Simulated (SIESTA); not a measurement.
Si2Mo:

```
Mo Si
1.0
    -1.60000    1.60000    3.93050
     1.60000   -1.60000    3.93050
     1.60000    1.60000   -3.93050
Mo Si
1 2
Direct
  0.00000 0.00000 0.00000
  0.66700 0.66700 0.00000
  0.33300 0.33300 0.00000
```

Base run:

- Program: SIESTA 5.4.2
- Functional: PBE
- Potentials or basis: PseudoDojo 0.4 standard (PBE files)
- Basis: DZP (energy shift 0.003 Ry; two zetas on semicore shells)
- Grid cutoff: 800 Ry
- Energy shift: 0.003 Ry
- k mesh: 9 × 9 × 9
- Occupations: fermi-dirac, width 0.05 eV
- Spin: no spin polarisation

Its results: band gap on the k mesh none (metal or under the smearing width); pressure 3.7 GPa; largest force 0.272 eV/Å.

Task: The run is repeated on the same cell with these changes: functional from PBE to PBEsol; potentials or basis from PseudoDojo 0.4 standard (PBE files) to PseudoDojo 0.4 standard (PBEsol files). What comes out?

Result: Band gap on the k mesh none (metal or under the smearing width); pressure -1.3 GPa; largest force 0.317 eV/Å.

Caveats: the basis of atomic orbitals isn't converged, which shifts pressures, moduli and gaps.
